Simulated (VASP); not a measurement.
A VASP 6.6.1 relaxation on MgS

INCAR

```
EDIFFG = -5E-3
GGA = PE
LREAL = .FALSE.
LWAVE = .FALSE.
NELM = 73
NSW = 40
EDIFF = 1E-7
LASPH = .TRUE.
ISIF = 3
ENCUT = 600
LCHARG = .FALSE.
IBRION = 2
SIGMA = 0.005
ISMEAR = -5
PREC = Accurate
NBANDS = 11
```

KPOINTS

```
KPOINTS created by Atomic Simulation Environment
0
Gamma
8 8 8
0 0 0
```

POSCAR

```
Mg S
 1.0000000000000000
     0.0000000000000000    2.5098989999999999    2.5098989999999999
     2.5098989999999999    0.0000000000000000    2.5098989999999999
     2.5098989999999999    2.5098989999999999    0.0000000000000000
 Mg  S
   1   1
Cartesian
  0.0000000000000000  0.0000000000000000  0.0000000000000000
  2.5098989999999999  2.5098989999999999  2.5098989999999999
```

The recommended PBE PAW datasets give the neutral cell 8 valence electrons.

Command

```
mpirun -np 1 vasp_std
```

OSZICAR

```
N       E                     dE             d eps       ncg     rms          rms(c)
DAV:   1     0.266786307606E+02    0.26679E+02   -0.39773E+03   638   0.676E+02
DAV:   2    -0.720604208954E+01   -0.33885E+02   -0.32624E+02   814   0.111E+02
DAV:   3    -0.873681448475E+01   -0.15308E+01   -0.15277E+01   800   0.248E+01
DAV:   4    -0.874613601971E+01   -0.93215E-02   -0.93208E-02   771   0.228E+00
DAV:   5    -0.874620252225E+01   -0.66503E-04   -0.66502E-04   771   0.194E-01    0.495E+00
DAV:   6    -0.841416007128E+01    0.33204E+00   -0.65807E-01   701   0.336E+00    0.390E+00
DAV:   7    -0.837424346089E+01    0.39917E-01   -0.21849E-01   752   0.210E+00    0.247E+00
DAV:   8    -0.837478722280E+01   -0.54376E-03   -0.12401E-02   716   0.677E-01    0.103E+00
DAV:   9    -0.837460042762E+01    0.18680E-03   -0.59618E-04   745   0.149E-01    0.323E-01
DAV:  10    -0.837461502922E+01   -0.14602E-04   -0.14868E-04   744   0.578E-02    0.308E-02
...
   4 F= -.85029381E+01 E0= -.85029381E+01  d E =-.128325E+00
       N       E                     dE             d eps       ncg     rms          rms(c)
DAV:   1    -0.850306099290E+01   -0.12298E-03   -0.19046E-03   683   0.217E-01    0.818E-02
DAV:   2    -0.850296920971E+01    0.91783E-04   -0.22251E-04   677   0.637E-02    0.273E-02
DAV:   3    -0.850296006247E+01    0.91472E-05   -0.56480E-05   731   0.336E-02    0.209E-02
DAV:   4    -0.850296020983E+01   -0.14736E-06   -0.41238E-07   671   0.436E-03    0.185E-02
DAV:   5    -0.850296150156E+01   -0.12917E-05   -0.26388E-07   647   0.325E-03    0.270E-03
DAV:   6    -0.850296139912E+01    0.10244E-06   -0.56639E-09   325   0.518E-04    0.150E-03
DAV:   7    -0.850296136543E+01    0.33683E-07   -0.71889E-10   328   0.166E-04
   5 F= -.85029614E+01 E0= -.85029614E+01  d E =-.233128E-04
```

From OUTCAR

```
k-points           NKPTS =     29   k-points in BZ     NKDIM =     29   number of bands    NBANDS=     11

   NELECT =       8.0000    total number of electrons

   dimension x,y,z NGX =    28 NGY =   28 NGZ =   28
   dimension x,y,z NGXF=    56 NGYF=   56 NGZF=   56

  energy-cutoff  :      600.00
  volume of cell :       35.62
      direct lattice vectors                 reciprocal lattice vectors
     0.000000000  2.611370216  2.611370216    -0.191470362  0.191470362  0.191470362
     2.611370216  0.000000000  2.611370216     0.191470362 -0.191470362  0.191470362
     2.611370216  2.611370216  0.000000000     0.191470362  0.191470362 -0.191470362

 k-points in reciprocal lattice and weights: KPOINTS created by Atomic Simulation Env
   0.00000000  0.00000000  0.00000000       0.002
   0.12500000  0.00000000  0.00000000       0.016
   0.25000000  0.00000000  0.00000000       0.016
   0.37500000  0.00000000  0.00000000       0.016
   0.50000000  0.00000000  0.00000000       0.008
   0.12500000  0.12500000  0.00000000       0.012
   0.25000000  0.12500000  0.00000000       0.047
   0.37500000  0.12500000  0.00000000       0.047
   ...

 E-fermi :   3.6883

 k-point     1 :       0.0000    0.0000    0.0000
  band No.  band energies     occupation
      1      -8.9777      2.00000
      2       3.6259      2.00000
      3       3.6259      2.00000
      4       3.6259      2.00000
      5       7.2484      0.00000
      6      11.5872      0.00000
      7      11.5872      0.00000
      8      11.5872      0.00000
      9      13.9629      0.00000
     10      13.9629      0.00000
     11      16.1378      0.00000

 k-point     2 :       0.1250    0.0000    0.0000
  band No.  band energies     occupation
      1      -8.8294      2.00000
      2       2.5856      2.00000
      3       3.5273      2.00000
      4       3.5273      2.00000
      5       8.0549      0.00000
      6      11.2605      0.00000
      7      11.8291      0.00000
      8      11.8291      0.00000
      9      13.3200      0.00000
     10      13.3200      0.00000
     11      16.2390      0.00000

 k-point     3 :       0.2500    0.0000    0.0000
  band No.  band energies     occupation
      1      -8.4288      2.00000
      2       0.8472      2.00000
      3       3.3120      2.00000
      4       3.3120      2.00000
      5       8.5433      0.00000
      6      11.4334      0.00000
      7      11.4334      0.00000
      8      11.8667      0.00000
      9      13.8970      0.00000
     10      13.8970      0.00000
     11      15.4405      0.00000

 k-point     4 :       0.3750    0.0000    0.0000
  band No.  band energies     occupation
      1      -7.9417      2.00000
      2      -0.5752      2.00000
      3       3.1221      2.00000
      4       3.1221      2.00000
      5       8.2929      0.00000
      6      10.7662      0.00000
      7      10.7662      0.00000
      8      13.2722      0.00000
      9      15.1618      0.00000
     10      15.8421      0.00000
     11      15.8421      0.00000

 k-point     5 :       0.5000    0.0000    0.0000
  band No.  band energies     occupation
      1      -7.7008      2.00000
      2      -1.1438      2.00000
      3       3.0494      2.00000
      4       3.0494      2.00000
      5       8.1581      0.00000
      6      10.5199      0.00000
      7      10.5199      0.00000
      8      13.6168      0.00000
      9      15.7185      0.00000
     10      17.9692      0.00000
     11      17.9692      0.00000

 ...

  Total        0.0041599      0.0041599      0.0041599      0.0000000      0.0000000      0.0000000
  in kB        0.1871382      0.1871382      0.1871382      0.0000000      0.0000000      0.0000000
  external PRESSURE =       0.1871382 kB  Pullay stress =       0.0000000 kB

 POSITION                                       TOTAL-FORCE (eV/Angst)
 -----------------------------------------------------------------------------------
      0.00000      2.61137      2.61137        -0.000000     -0.000000      0.000000
      2.61137      2.61137      2.61137         0.000000      0.000000     -0.000000
 -----------------------------------------------------------------------------------
    total drift:                                0.000000      0.000000      0.000000

  FREE ENERGIE OF THE ION-ELECTRON SYSTEM (eV)
  ---------------------------------------------------
  free  energy   TOTEN  =        -8.5029613654 eV

  energy  without entropy=       -8.5029613654  energy(sigma->0) =       -8.50296137
```

| ionic step | ΔE (meV/atom) | volume (Å³) | largest force (eV/Å) | pressure (GPa) | electronic steps |
| --- | --- | --- | --- | --- | --- |
| 1 | 0.0 | 31.62 | 0.000 | 11.38 | 12 |
| 2 | -58.0 | 37.05 | 0.000 | -2.70 | 9 |
| 3 | -64.2 | 35.60 | 0.000 | 0.05 | 8 |
| 4 | -64.2 | 35.68 | 0.000 | -0.12 | 7 |
| 5 | -64.2 | 35.62 | 0.000 | 0.02 | 7 |

It converged. Results: relaxed cell vector lengths 3.693, 3.693, 3.693 Å; relaxed cell volume 35.62 Å³.

 The volume moved far on the plane waves of the start cell, so a restart from CONTCAR is due.

For comparison, a separate PBE relaxation on usual settings, not on those above, ends at 35.62 Å³.

The run above took about 39 s on one core of a shared host (Intel Xeon Platinum 8488C) and held 0.17 GiB at most.
